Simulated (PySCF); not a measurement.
Problem. Write Cartesian coordinates for InChI=1S/C8H6/c1-2-8-6-4-3-5-7-8/h1,3-7H as optimised with B3LYP/def2-SVP.

Solution. 
```
atom  x, y, z in Å
C1     2.251    2.068    1.681
C2     1.448    1.380    1.083
C3     0.501    0.568    0.379
C4    -0.028    0.997   -0.857
C5    -0.949    0.206   -1.542
C6    -1.358   -1.021   -1.009
C7    -0.840   -1.456    0.215
C8     0.082   -0.671    0.908
H9     2.961    2.676    2.208
H10    0.294    1.956   -1.269
H11   -1.352    0.549   -2.498
H12   -2.081   -1.639   -1.548
H13   -1.157   -2.414    0.635
H14    0.489   -1.008    1.864
```

Any rigid rotation of these coordinates is as good. Atoms count from 1 in this order. The 8 C–C bonds span 1.214 Å (C1≡C2, drawn triple) to 1.433 Å (C2–C3, drawn single), a spread of 0.219 Å. The 6-membered ring C3–C4–C5–C6–C7–C8 has internal angles of 119.0° to 120.3°; it is planar, 0.00 Å rms from its mean plane, widest ring torsion 0°. The 8 heavy atoms lie in one plane (0.000 Å rms).

Bonds between heavy atoms (Å): C1≡C2 1.214, C2–C3 1.433, C3–C4 1.411, C4–C5 1.395, C5–C6 1.399, C6–C7 1.399, C7–C8 1.395, C3–C8 1.411.

The calculation used B3LYP/def2-SVP geometry optimisation, gas phase in PySCF.

Point group: C2v (tolerance 0.08 Å). Not checked by B3LYP/def2-SVP frequencies.
